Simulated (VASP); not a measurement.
A run of VASP 6.6.1:

The input INCAR:

```
SYSTEM = Sn
PREC = Accurate
ENCUT = 520
EDIFF = 1E-6
ISMEAR = 0
SIGMA = 0.1
LREAL = .False.
LASPH = .True.
NELM = 100
ALGO = Fast
ISIF = 2
LWAVE = .False.
LCHARG = .True.
GGA = PS
LELF = .True.
LVHAR = .True.
NBANDS = 21
```

KPOINTS

```
regular mesh
0
Gamma
  6 6 6
  0 0 0
```

POSCAR

```
Sn
1.0
   -2.9401404553      2.9401404553      1.5993019889
    2.9401404553     -2.9401404553      1.5993019889
    2.9401404553      2.9401404553     -1.5993019889
Sn
2
Direct
    0.7500000000      0.2500000000      0.5000000000
    0.0000000000      0.0000000000      0.0000000000
```

Potentials or basis: VASP PAW PBE potentials, release 64 (Sn_d).

Launch:

```sh
$ cat potpaw_PBE.64/Sn_d/POTCAR > POTCAR
$ mpirun -np 1 vasp_std > vasp.out
```

Hardware: 1 thread of Intel(R) Xeon(R) Platinum 8488C (Sapphire Rapids), on a shared host.

Q: Estimate the wall time of this run.

A: Wall time 54 s on 1 thread of Intel(R) Xeon(R) Platinum 8488C (Sapphire Rapids), with other jobs on the host, peak memory 0.2 GiB. Counts: scf iterations 13, k points 30.
